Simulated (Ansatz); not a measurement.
# The 2H-MoS2 bilayer (2H stacking) under a gate

Aim: charge, voltage and capacitance of the 2H-MoS2 bilayer (2H stacking) in a field-effect set-up.

Program: Ansatz 0.2.0. Level of theory: plane-wave DFT, PBE-D3(BJ), Ansatz PAW, in the first sound run; inputs show where later runs differ. Results are calculated unless marked as measured.

## 1. The starting structure

The cell holds 6 atoms: 4 S and 2 Mo. Its edges and angles: a = 3.180 Å, b = 3.180 Å, c = 50.025 Å, α = 90.0°, β = 90.0°, γ = 120.0°. Regions: layer 1: 2H-MoS2, 3 atoms (2 S and 1 Mo); layer 2: 2H-MoS2, 3 atoms (2 S and 1 Mo). Vacuum lies along c.

Coordinates:

```cif
data_structure
_symmetry_space_group_name_H-M 'P 1'
_symmetry_Int_Tables_number 1
_cell_length_a 3.1800
_cell_length_b 3.1800
_cell_length_c 50.0252
_cell_angle_alpha 90.000
_cell_angle_beta 90.000
_cell_angle_gamma 120.000
_cell_volume 438.10
loop_
_atom_site_label
_atom_site_type_symbol
_atom_site_fract_x
_atom_site_fract_y
_atom_site_fract_z
_atom_site_occupancy
S1 S 0.33333 0.66667 0.40480 1
Mo2 Mo 0.00000 0.00000 0.43741 1
S3 S 0.33333 0.66667 0.47002 1
S4 S 0.00000 0.00000 0.52998 1
Mo5 Mo 0.33333 0.66667 0.56259 1
S6 S 0.00000 0.00000 0.59520 1
```

## 2. Relaxation

The starting cell is a guess, so the in-plane lattice and the atoms are relaxed first, with the slab cut off from its images along the normal.

File input.yaml:

```yaml
crystal:
  lattice:
    - [3.18, 0.0, 0.0]
    - [-1.59, 2.753960784, 0.0]
    - [0.0, 0.0, 50.0251954735]
  atoms:
    - { symbol: S, position: [0.3333333333, 0.6666666667, 0.4047960195] }
    - { symbol: Mo, position: [0.0, 0.0, 0.4374055646] }
    - { symbol: S, position: [0.3333333333, 0.6666666667, 0.4700151097] }
    - { symbol: S, position: [0.0, 0.0, 0.5299848903] }
    - { symbol: Mo, position: [0.3333333333, 0.6666666667, 0.5625944354] }
    - { symbol: S, position: [0.0, 0.0, 0.5952039805] }
  periodic: [true, true, false]
kpoints:
  mp_grid: { grid: [12, 12, 1] }
hamiltonian:
  xc: pbe
  dispersion: d3bj
scf:
  occupations: { method: fermi_dirac, width: 0.05 }
  convergence: { dr2_threshold: 1.0e-09 }
relax:
  f_tol: 0.004
  max_steps: 90
  cell: {}
output:
  write_potential: true
  write_density: true
  volumetric_format: npy
```

Launch:

```sh
$ ansatz run input.yaml --threads 4 --pin off --max-ram 16384MiB --backend cpu --events-out ev --progress --plain --runs-dir out
```

Numbers of over 12 decimals in the logs are rounded to 6 here.

The log of the run:

```text
Warning: relax.cell: scf.convergence.dr2_threshold = 1e-9 eV is looser than the 1.57383960415e-10 eV advised for a relaxation that steers and ends on the stress (1e-10 eV for each atom of the cell: 6, times the square of relax.cell.stress_2d_tol = 0.05 N/m over 19.5 Å (the atoms' height at the walk's start and 5 Å past either face), 2.561e-2 GPa, over a crystal's default 0.05). What an SCF threshold leaves in a stress goes as its square root, and in the free energy as the threshold itself, and one threshold admits the most on a small cell: [figures from the program's tests cut] Set scf.convergence.dr2_threshold to 1.57383960415e-10 eV or tighter. [rest of the remark cut]
Engine: ansatz 0.2.0, aarch64-unknown-linux-gnu
Pseudopotentials: kind: paw
Pseudopotential: S, paw, valence charge 6, recommended cutoff 420 eV (normal), S.paw.azcp
Pseudopotential: Mo, paw, valence charge 14, recommended cutoff 420 eV (normal), Mo.paw.azcp
Functional definition: PBE
  parameter kappa = 0.804
  parameter beta = 0.066725
  exchange = pbe_x(kappa = kappa, mu = beta*pi^2/3)
  correlation = pbe_c(beta = beta)
Crystal: 6 atoms, lattice volume = 438.100 Å³
Basis set: ecut = 420 eV, 8603 PW (Γ), exchange–correlation on 48×48×720 points (8 copies of the dense FFT grid, shifted against one another)
Bands: 32, of which v1, the nominal top of the filled ones, is band 26 counted from 1 (25 counted from 0)
Symmetry: 12 space group operations
Space group: P-3m1 (ITA 164), of the structure as read, at distance tolerance 7.6e-5 Å
k-points: 19 of 144
Non-local potential: S, projectors of the file, l = 0: 2, l = 1: 2, l = 2: 2
Non-local potential: Mo, projectors of the file, l = 0: 3, l = 1: 2, l = 2: 2, l = 3: 1
PAW form: soft (Blöchl's): semilocal exchange-correlation on the pseudo side does not see the compensation charge
PAW one-centre angular grid: S, 110 points (default); XC on 64 Gauss nodes
PAW one-centre angular grid: Mo, 590 points (default); XC on 64 Gauss nodes
Initial density: superposition of atomic densities (neutral atoms: chi_scale 0, normalization atom), corrected by the library's trained network
Initial wavefunctions: pseudopotential atomic-orbital guess
Functional: x = pbe(κ = 0.804, μ = 0.219515), c = pbe(β = 0.066725)
SCF iter   1: F=—  HF=-13527.582014 eV  |F-HF|=—  |Δ(HF+E_count)|=         —  Δρ=2.92e-3  dr2=1.07e-1  ethr=1.77e-3  ⟨swp⟩=15.5  Hψ=4788  notcnv=0
preconditioner: auto → Resta (q_TF=auto, 1.913 Å⁻¹)  ε∞=3.0  [insulator: Δε(μ)=1.252 eV  Ē_g=7.455 eV  σ=0.050 eV  W_gap=1.00  n_scr=30 (ndim 8)  ℏωp=10.6 eV  f_vac=0.734  D(μ)=0.00/eV (n_scr^D=0)  ε∞_Penn≈3.0  vacuum switching on, ρ_ref=4.0e-3 e/Å³]
SCF iter   2: F=—  HF=-13527.599014 eV  |F-HF|=—  |Δ(HF+E_count)|=   1.70e-2  Δρ=2.50e-3  dr2=1.76e-1  ethr=2.07e-4  ⟨swp⟩=4.4  Hψ=1394  notcnv=0  defer=3
SCF iter   3: F=—  HF=-13527.585051 eV  |F-HF|=—  |Δ(HF+E_count)|=   1.40e-2  Δρ=1.40e-3  dr2=2.22e-3  ethr=2.07e-4  ⟨swp⟩=2.8  Hψ=987  notcnv=0  defer=3
SCF iter   4: F=—  HF=-13527.590393 eV  |F-HF|=—  |Δ(HF+E_count)|=   5.34e-3  Δρ=4.81e-4  dr2=2.82e-3  ethr=4.27e-6  ⟨swp⟩=3.2  Hψ=1427  notcnv=0  defer=3
SCF iter   5: F=—  HF=-13527.590050 eV  |F-HF|=—  |Δ(HF+E_count)|=   3.43e-4  Δρ=1.30e-4  dr2=2.30e-4  ethr=4.27e-6  ⟨swp⟩=2.9  Hψ=979  notcnv=0  defer=3
SCF iter   6: F=—  HF=-13527.590043 eV  |F-HF|=—  |Δ(HF+E_count)|=   7.00e-6  Δρ=5.43e-5  dr2=1.78e-5  ethr=4.43e-7  ⟨swp⟩=3.3  Hψ=1286  notcnv=0  defer=3
SCF iter   7: F=—  HF=-13527.590049 eV  |F-HF|=—  |Δ(HF+E_count)|=   6.46e-6  Δρ=1.57e-5  dr2=3.39e-6  ethr=3.42e-8  ⟨swp⟩=3.2  Hψ=1357  notcnv=0  defer=3
SCF iter   8: F=—  HF=-13527.589912 eV  |F-HF|=—  |Δ(HF+E_count)|=   1.38e-4  Δρ=7.30e-6  dr2=6.55e-7  ethr=6.51e-9  ⟨swp⟩=2.6  Hψ=1178  notcnv=0  defer=3
SCF iter   9: F=—  HF=-13527.589912 eV  |F-HF|=—  |Δ(HF+E_count)|=   7.61e-8  Δρ=1.65e-6  dr2=3.06e-8  ethr=1.26e-9  ⟨swp⟩=2.9  Hψ=1232  notcnv=0  defer=3
SCF iter  10: F=-13527.589912 eV  HF=-13527.589912 eV  |F-HF|=5.82e-11  |Δ(HF+E_count)|=   2.62e-9  Δρ=2.96e-7  dr2=5.99e-10  ethr=1.92e-12  ⟨swp⟩=11.7  Hψ=6134  notcnv=0
SCF 1 converged in 10 iterations: F = -13527.589912 eV  dr2 = 5.99e-10
  greatest PAW one-centre occupation: 0.998 electrons in one spin orbital (limit 2), on the Mo atom at site 4 (counted from 0), in its partial waves of l = 0
relax step   1: F+E_penalty+E_count = -13527.58991170 eV  Δ(F+E_penalty+E_count) = +0.000e0 eV  max|allowed force component| = 1.253e0 eV/Å  Δτ_max = 0.0000 Å  P = -7.663 N/m  Ω = 438.100 Å³  fix = [c, alpha, beta]  reactions: c +0.000 N/m  (10 SCF iters, accepted)
Crystal: 6 atoms, lattice volume = 436.776 Å³
Basis set: ecut = 420 eV, 8567 PW (Γ), exchange–correlation on 48×48×720 points (8 copies of the dense FFT grid, shifted against one another)
Initial density: handed on by an earlier stage of this run
Initial wavefunctions: those handed on with the density
iter 1 solved again at ethr=3.47e-4 eV; its pass at ethr=3.10e-3 eV (dr2=1.80e-1 eV) is discarded
SCF iter   1: F=—  HF=-13527.765705 eV  |F-HF|=—  |Δ(HF+E_count)|=         —  Δρ=6.95e-3  dr2=2.06e-1  ethr=3.47e-4  ⟨swp⟩=2.7  Hψ=5201  notcnv=0
eigensolver tolerance schedule calibrated: the retry pair's looser diagonalisation under-reported the residual by θ = 0.13 (0.13/decade); ethr = c·dr2/N_el runs at the constant in force after the calibration composes with the one it found (an armed cap, an earlier calibration), c = 5.7e-2
preconditioner: auto → Resta (q_TF=auto, 1.914 Å⁻¹)  ε∞=2.9  [insulator: Δε(μ)=0.909 eV  Ē_g=7.828 eV  σ=0.050 eV  W_gap=1.00  n_scr=30 (ndim 8)  ℏωp=10.7 eV  f_vac=0.744  D(μ)=0.00/eV (n_scr^D=0)  ε∞_Penn≈2.9  vacuum switching on, ρ_ref=4.4e-3 e/Å³]
SCF iter   2: F=—  HF=-13527.740617 eV  |F-HF|=—  |Δ(HF+E_count)|=   2.51e-2  Δρ=3.78e-3  dr2=9.67e-2  ethr=2.26e-4  ⟨swp⟩=4.2  Hψ=1373  notcnv=0  defer=5
SCF iter   3: F=—  HF=-13527.731289 eV  |F-HF|=—  |Δ(HF+E_count)|=   9.33e-3  Δρ=2.48e-3  dr2=3.77e-2  ethr=1.06e-4  ⟨swp⟩=3.8  Hψ=1357  notcnv=0  defer=4
SCF iter   4: F=—  HF=-13527.727492 eV  |F-HF|=—  |Δ(HF+E_count)|=   3.80e-3  Δρ=7.21e-4  dr2=3.81e-3  ethr=4.14e-5  ⟨swp⟩=2.8  Hψ=1189  notcnv=0  defer=4
SCF iter   5: F=—  HF=-13527.727184 eV  |F-HF|=—  |Δ(HF+E_count)|=   3.08e-4  Δρ=2.90e-4  dr2=4.57e-4  ethr=4.18e-6  ⟨swp⟩=3.5  Hψ=1318  notcnv=0
SCF iter   6: F=—  HF=-13527.727180 eV  |F-HF|=—  |Δ(HF+E_count)|=   4.11e-6  Δρ=9.08e-5  dr2=3.62e-5  ethr=5.00e-7  ⟨swp⟩=3.3  Hψ=1281  notcnv=0
SCF iter   7: F=—  HF=-13527.727320 eV  |F-HF|=—  |Δ(HF+E_count)|=   1.40e-4  Δρ=1.83e-5  dr2=2.64e-6  ethr=3.96e-8  ⟨swp⟩=3.7  Hψ=1437  notcnv=0
[...]
SCF iter   4: F=—  HF=-13527.781475 eV  |F-HF|=—  |Δ(HF+E_count)|=   1.03e-2  Δρ=7.93e-4  dr2=4.05e-3  ethr=2.21e-4  ⟨swp⟩=3.4  Hψ=1031  notcnv=0  defer=4
SCF iter   5: F=—  HF=-13527.780913 eV  |F-HF|=—  |Δ(HF+E_count)|=   5.62e-4  Δρ=4.84e-4  dr2=1.58e-3  ethr=7.79e-6  ⟨swp⟩=3.9  Hψ=1380  notcnv=0  defer=3
SCF iter   6: F=—  HF=-13527.780813 eV  |F-HF|=—  |Δ(HF+E_count)|=   9.99e-5  Δρ=1.34e-4  dr2=1.06e-4  ethr=3.04e-6  ⟨swp⟩=2.9  Hψ=1107  notcnv=0  defer=2
SCF iter   7: F=—  HF=-13527.780813 eV  |F-HF|=—  |Δ(HF+E_count)|=   5.37e-7  Δρ=6.83e-5  dr2=2.31e-5  ethr=2.03e-7  ⟨swp⟩=3.7  Hψ=1517  notcnv=0  defer=2
SCF iter   8: F=—  HF=-13527.780755 eV  |F-HF|=—  |Δ(HF+E_count)|=   5.76e-5  Δρ=1.06e-5  dr2=6.37e-7  ethr=4.44e-8  ⟨swp⟩=3.5  Hψ=1375  notcnv=0  defer=2
SCF iter   9: F=—  HF=-13527.780624 eV  |F-HF|=—  |Δ(HF+E_count)|=   1.31e-4  Δρ=2.70e-6  dr2=4.76e-8  ethr=1.23e-9  ⟨swp⟩=3.9  Hψ=1515  notcnv=0  defer=2
SCF iter  10: F=—  HF=-13527.780624 eV  |F-HF|=—  |Δ(HF+E_count)|=   2.86e-9  Δρ=8.16e-7  dr2=4.05e-9  ethr=9.16e-11  ⟨swp⟩=3.7  Hψ=1491  notcnv=0  defer=2
SCF iter  11: F=-13527.780624 eV  HF=-13527.780624 eV  |F-HF|=1.46e-11  |Δ(HF+E_count)|=  6.38e-10  Δρ=1.03e-7  dr2=5.28e-11  ethr=1.92e-12  ⟨swp⟩=12.6  Hψ=5296  notcnv=0
SCF 3 converged in 11 iterations: F = -13527.780624 eV  dr2 = 5.28e-11
relax step   3: F+E_penalty+E_count = -13527.78062410 eV  Δ(F+E_penalty+E_count) = -5.343e-2 eV  max|allowed force component| = 2.168e-1 eV/Å  Δτ_max = 0.1802 Å  P = +0.284 N/m  Ω = 429.074 Å³  energy of the carried Pulay correction = +2.317e-4 eV  fix = [c, alpha, beta]  reactions: c +0.000 N/m  (11 SCF iters, accepted)
[...]
relax step   4: F+E_penalty+E_count = -13527.79855528 eV  Δ(F+E_penalty+E_count) = -1.793e-2 eV  max|allowed force component| = 3.001e-2 eV/Å  Δτ_max = 0.1464 Å  P = -0.105 N/m  Ω = 430.210 Å³  energy of the carried Pulay correction = +2.023e-4 eV  fix = [c, alpha, beta]  reactions: c -0.000 N/m  (11 SCF iters, accepted)
[...]
relax step   5: F+E_penalty+E_count = -13527.79977478 eV  Δ(F+E_penalty+E_count) = -1.219e-3 eV  max|allowed force component| = 5.762e-3 eV/Å  Δτ_max = 0.0306 Å  P = +0.011 N/m  Ω = 430.291 Å³  energy of the carried Pulay correction = +2.002e-4 eV  fix = [c, alpha, beta]  reactions: c +0.000 N/m  (10 SCF iters, accepted)
[...]
relax step   6: F+E_penalty+E_count = -13527.79981017 eV  Δ(F+E_penalty+E_count) = -3.539e-5 eV  max|allowed force component| = 6.494e-4 eV/Å  Δτ_max = 0.0055 Å  P = -0.011 N/m  Ω = 430.358 Å³  energy of the carried Pulay correction = +1.985e-4 eV  fix = [c, alpha, beta]  reactions: c -0.000 N/m  (9 SCF iters, accepted)
Initial wavefunctions: pseudopotential atomic-orbital guess (no wavefunctions were taken with the density)
iter 1 solved again at ethr=7.70e-8 eV; its pass at ethr=3.10e-3 eV (dr2=4.00e-5 eV) is discarded
SCF iter   1: F=—  HF=-13527.799735 eV  |F-HF|=—  |Δ(HF+E_count)|=         —  Δρ=1.26e-5  dr2=1.05e-7  ethr=7.70e-8  ⟨swp⟩=6.6  Hψ=8041  notcnv=0
preconditioner: auto → Resta (q_TF=auto, 1.918 Å⁻¹)  ε∞=2.9  [insulator: Δε(μ)=1.211 eV  Ē_g=7.792 eV  σ=0.050 eV  W_gap=1.00  n_scr=30 (ndim 8)  ℏωp=10.7 eV  f_vac=0.741  D(μ)=0.00/eV (n_scr^D=0)  ε∞_Penn≈2.9  vacuum switching on, ρ_ref=4.4e-3 e/Å³]
SCF iter   2: F=—  HF=-13527.799599 eV  |F-HF|=—  |Δ(HF+E_count)|=   1.35e-4  Δρ=6.01e-6  dr2=2.54e-8  ethr=2.01e-10  ⟨swp⟩=4.3  Hψ=1941  notcnv=0
SCF iter   3: F=—  HF=-13527.799599 eV  |F-HF|=—  |Δ(HF+E_count)|=   1.93e-8  Δρ=1.99e-6  dr2=2.77e-8  ethr=4.88e-11  ⟨swp⟩=2.9  Hψ=1277  notcnv=0
SCF iter   4: F=—  HF=-13527.799599 eV  |F-HF|=—  |Δ(HF+E_count)|=   1.31e-9  Δρ=7.02e-7  dr2=2.46e-9  ethr=4.88e-11  ⟨swp⟩=2.7  Hψ=959  notcnv=0
SCF iter   5: F=-13527.799599 eV  HF=-13527.799599 eV  |F-HF|=9.82e-11  |Δ(HF+E_count)|=  8.00e-11  Δρ=2.29e-7  dr2=2.37e-10  ethr=1.92e-12  ⟨swp⟩=14.9  Hψ=5370  notcnv=0
SCF 7 converged in 5 iterations: F = -13527.799599 eV  dr2 = 2.37e-10
relax step   7: F+E_penalty+E_count = -13527.79959944 eV  Δ(F+E_penalty+E_count) = +2.107e-4 eV  max|allowed force component| = 6.425e-4 eV/Å  Δτ_max = 0.0000 Å  P = -0.009 N/m  Ω = 430.358 Å³  fix = [c, alpha, beta]  reactions: c -0.000 N/m  stress off target by 8.77e-3 N/m on what of the cell is left free  SCF on the basis re-selected at this cell (its energy is not comparable with the rows above)  (5 SCF iters)
basis re-selected at this cell: Δ(F+E_penalty+E_count) = +2.107e-4 eV, ΔP = +0.002 N/m vs the last step (what re-selecting the basis moved, of the pressure what is left beyond the Pulay correction that the steps carried, after the strain that the cell walked since its last selection, with what the two solves' SCF thresholds leave and, on support functions, any second-order correction that the steps lacked; it is no m [...]
SCF converged after 5 iterations
Free energy (F): -13527.799599 eV
Harris-Foulkes:  -13527.799599 eV  (|F-HF|=9.82e-11)
Internal energy: -13527.799599 eV  (E = F + TS)
E sigma→0 (E₀):  -13527.799599 eV
Entropy (-TS):   -0.000000 eV (-0.000 meV/atom)
Fermi energy:    -4.866125 eV
--- Per-component energies (eV) ---
  E_band       = -1152.435241
  E_kinetic    = 1313.414330
  E_local      = -252719.232677  (includes V_loc(G=0)·N_el)
  E_nonlocal   = 398.408875
  E_hartree    = 125486.241214
  E_xc         = -757.544910
  E_vxc        = -810.724255  (∫ρ·V_xc dr)
  E_paw        = -8803.142501  (= ΣΔE_a)
  E_vpaw       = -306.785230  (= ΣTr[D̂ρ^β])
  E_aug_tail   = 0.000080  (compensation charges beyond the density's cutoff)
  E_ewald      = 121556.307998
  E_disp       = -2.252008  (pairwise vdW)
  E_smearing   = -0.000000  (= −TS)
  E_closure    = -0.000000  (closes the sum)
  Σ components = -13527.799599   (vs F -13527.799599, Δ=0.00e0)
--- Forces (eV/Å), atoms counted from 1 ---
  atom   1  S      0.00000000    -0.00000000     0.00007622
  atom   2  Mo    -0.00000000    -0.00000000     0.00064254
  atom   3  S     -0.00000000    -0.00000000    -0.00013649
  atom   4  S      0.00000000     0.00000000     0.00013649
  atom   5  Mo     0.00000000     0.00000000    -0.00064254
  atom   6  S      0.00000000     0.00000000    -0.00007622
  max |Σ_I F_I| component: 9.25e-18 eV/Å
--- 2D stress c σ (N/m, compression-positive) ---
       -0.008770       0.000000       0.000000
        0.000000      -0.008770      -0.000000
        0.000000      -0.000000      -0.000000
  P = ½ c Tr σ = -0.0088 N/m
--- Band table (eV; the first three rows and the last of 19) ---
  k-point 0: bands = [... 22 lower, -7.3622, -7.2075, -6.1876, -5.4246, -3.1043, -3.1043, -3.0807, -3.0807, ... 2 higher]
  k-point 1: bands = [... 22 lower, -7.2349, -6.8492, -6.2020, -5.5768, -3.2223, -3.2083, -3.1302, -3.0772, ... 2 higher]
  k-point 2: bands = [... 22 lower, -7.2089, -6.7955, -6.3404, -6.0678, -3.6765, -3.4503, -3.3217, -3.3089, ... 2 higher]
  k-point 18: bands = [... 22 lower, -8.0704, -8.0704, -5.9822, -5.8824, -4.1397, -4.1397, -3.2104, -2.6210, ... 2 higher]
  the weakly bound empty levels are not read free of the cell's end (no_gap_told)
--- Relaxed structure (6 steps of the walk, 6 accepted, 1 SCFs on fresh bases) ---
  F+E_penalty+E_count = -13527.79959944 eV   max|allowed force component| = 6.425e-4 eV/Å   (the final SCF, on the basis selected at the relaxed cell)
  cell:  # Å, volume = 430.3579 Å³
    - [3.151775, 0.0, 0]
    - [-1.575887, 2.729517, 0]
    - [0, 0, 50.0251954735]
  atoms:
    - { symbol: S, position: [0.333333, 0.666667, 0.408098] }
    - { symbol: Mo, position: [9.251858539620023e-18, -5.088522196306341e-17, 0.439434] }
    - { symbol: S, position: [0.333333, 0.666667, 0.470739] }
    - { symbol: S, position: [9.251858539620014e-18, -5.088522196306343e-17, 0.529261] }
    - { symbol: Mo, position: [0.333333, 0.666667, 0.560566] }
    - { symbol: S, position: [9.251858539620008e-18, -5.088522196306343e-17, 0.591902] }
```

It took 42 s on 4 threads of Arm Neoverse V1, shared host; peak memory 0.94 GiB.

The steps of the relaxation:

```
step  energy less that of the first step (eV)  largest force component (eV/Å)  volume (Å³)
   1                                   0.0000                          1.2534       438.10
   2                                  -0.1373                          0.8118       436.78
   3                                  -0.1907                          0.2168       429.07
   4                                  -0.2086                          0.0300       430.21
   5                                  -0.2099                          0.0058       430.29
   6                                  -0.2099                          0.0006       430.36
  7*                                  -0.2097                          0.0006       430.36
```

Relaxation steps marked * repeat the geometry before them on a plane-wave basis chosen anew for their cell, so energy and pressure can jump there.

The run keeps the 12 symmetry operations that it works with, so distortions that break them were not tested.

```
cell as run  before  after  change
      a (Å)   3.180  3.152  -0.9 %
      b (Å)   3.180  3.152  -0.9 %
```

The atoms that moved most (Å, along periodic axes as changes of fractional coordinates times the final cell, across vacuum about the mean position):

```
atom     dx     dy      dz  length
  S1  0.000  0.000   0.165   0.165
  S6  0.000  0.000  -0.165   0.165
 Mo2  0.000  0.000   0.101   0.101
 Mo5  0.000  0.000  -0.101   0.101
  S4  0.000  0.000  -0.036   0.036
  S3  0.000  0.000   0.036   0.036
```

Final coordinates:

```cif
data_structure
_symmetry_space_group_name_H-M 'P 1'
_symmetry_Int_Tables_number 1
_cell_length_a 3.1518
_cell_length_b 3.1518
_cell_length_c 50.0252
_cell_angle_alpha 90.000
_cell_angle_beta 90.000
_cell_angle_gamma 120.000
_cell_volume 430.36
loop_
_atom_site_label
_atom_site_type_symbol
_atom_site_fract_x
_atom_site_fract_y
_atom_site_fract_z
_atom_site_occupancy
S1 S 0.33333 0.66667 0.40810 1
Mo2 Mo 0.00000 0.00000 0.43943 1
S3 S 0.33333 0.66667 0.47074 1
S4 S 0.00000 0.00000 0.52926 1
Mo5 Mo 0.33333 0.66667 0.56057 1
S6 S 0.00000 0.00000 0.59190 1
```

The lattice constant a goes from 3.180 to 3.152 Å.

[end of part 1 of 4]

[Logs are printed without paths, hosts, clocks, repeated set-up lines and the standing remarks that a program may print on its own settings, such as how far it seeks lower states.]

[Hosts, paths, dates, database ids (printed as entryN), source tags and the programs' standing remarks are cut or masked in the printed files.]

[Maps of the electrostatic potential energy from Ansatz leave out the sawtooth potential of an applied field or a dipole correction, so their vacuum need not be flat; planar profiles and work functions include it.]
